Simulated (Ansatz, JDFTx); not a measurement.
Given: the input of a run of Ansatz 0.2.0 on MnO. The cell is a database's computed one, not the measured one.

File input.yaml:

```yaml
crystal:
  lattice:
    - [0.0, 2.2239077028, 2.2239077028]
    - [2.2239077028, 0.0, 2.2239077028]
    - [2.2239077028, 2.2239077028, 0.0]
  atoms:
    - { symbol: Mn, position: [0.0, 0.0, 0.0], spin: 4.0 }
    - { symbol: O, position: [0.5, 0.5, 0.5] }
hamiltonian:
  xc: pbesol
  pseudopotentials: { kind: paw }
magnetization:
  spin_polarized: true
kpoints:
  mp_grid: { grid: [10, 10, 10] }
scf:
  occupations: { method: gaussian, width: 0.1 }
output:
  forces: true
  stress: true
  eigenvalues: true
  write_density: true
  write_potential: true
  elf: true
  volumetric_format: npy
```

Potentials or basis: Ansatz PAW.

Run with:

```sh
$ ansatz run input.yaml --threads 2 --pin off --max-ram 5632MiB --backend cpu --events-out ev --progress --plain --runs-dir out
```

Problem. What does the same run look like in JDFTx 1.7.0 (patched build)? Potentials or basis there: PseudoDojo-SR-PBEsol-0.4.1-standard with smoothed tails, cutoff 1306 eV.

Solution. As run (cutoffs and basis follow the program's own potentials, and thresholds, step limits or extra output files can differ):

Contents of MnO.in:

```
include MnO.lattice
coords-type Lattice
include MnO.ionpos

ion-species pseudo/Mn.upf
ion-species pseudo/O.upf
elec-cutoff 48 384
elec-ex-corr gga-PBEsol
kpoint-folding 10 10 10
elec-smearing Gauss 0.0018374661
elec-n-bands 19
spintype z-spin
initial-magnetic-moments Mn 4
elec-initial-magnetization 4 no
electronic-SCF nIterations 100 energyDiffThreshold 1e-09
electronic-minimize nIterations 30 energyDiffThreshold 1e-7
converge-empty-states yes
forces-output-coords Cartesian

dump-name run.$VAR
dump End Ecomponents EigStats BandEigs Kpoints Forces Stress
```

The input MnO.lattice:

```
lattice \
    0.0000000000     4.2025764847     4.2025764847 \
    4.2025764847     0.0000000000     4.2025764847 \
    4.2025764847     4.2025764847     0.0000000000
```

MnO.ionpos

```
ion Mn     0.0000000000     0.0000000000     0.0000000000 1
ion O      0.5000000000     0.5000000000     0.5000000000 1
```

Potentials or basis: PseudoDojo-SR-PBEsol-0.4.1-standard with smoothed tails.

Launch:

```console
$ jdftx -c 1 -i MnO.in -o MnO.out
```

Both were run:

|  | Ansatz | JDFTx |
| --- | --- | --- |
| Pressure | -7.0 GPa | -6.8 GPa |
| Net moment | 4.78 μB per cell | 4.80 μB per cell |
| Absolute moment | 4.78 μB per cell | 4.80 μB per cell |

Ansatz's pressure holds a Pulay term of +0.64 GPa for its cutoff of 420 eV, which the other run lacks.

Ansatz's potentials were made for PBE.

Where Ansatz's input types no cutoff or centring, it takes its own default and a Γ-centred mesh.

The magnetic state is the one that the start led to; the real crystal's order can differ.

Pressure is positive in compression.
